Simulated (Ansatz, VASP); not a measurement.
**One calculation of KBr, two programs**

```
CELL_PARAMETERS angstrom
4.04350 0.00000 0.00000
0.00000 4.04350 0.00000
0.00000 0.00000 4.04350
ATOMIC_POSITIONS crystal
K 0.95363 0.00000 0.00000
Br 0.50000 0.50000 0.50000
```

Change from the starting cell: all K atoms moved +0.188 Å, as atom 1 towards its neighbour atom 1 (K) at 4.043 Å.

Alike in both runs: task single point; functional PBE; k mesh 6 × 6 × 6; occupations gaussian, width 0.05 eV; no spin polarisation.

|  | VASP | Ansatz |
| --- | --- | --- |
| version | VASP 6.6.1 | Ansatz 0.2.0 |
| potentials or method | VASP PAW PBE potentials, release 64 (K_sv, Br) | scalar-relativistic, plane waves, PAW |
| plane-wave cutoff (eV) | 520 | 420 |
| valence electrons in the cell | 16 | 16 |

VASP gave:

```
gap on the k mesh at the Fermi level (eV) : 3.87
least direct gap on the mesh (eV)         : 4.13
pressure (GPa)                            : 0.1
rms of the force components (eV/Å)        : 0.060
```

Estimate Ansatz's values.

gap on the k mesh at the Fermi level (eV): 3.87; least direct gap on the mesh (eV): 4.14; pressure (GPa): 0.1; rms of the force components (eV/Å): 0.059.

Atom by atom the forces differ by 0.001 eV/Å (rms over components).

A k mesh can miss the band edges.
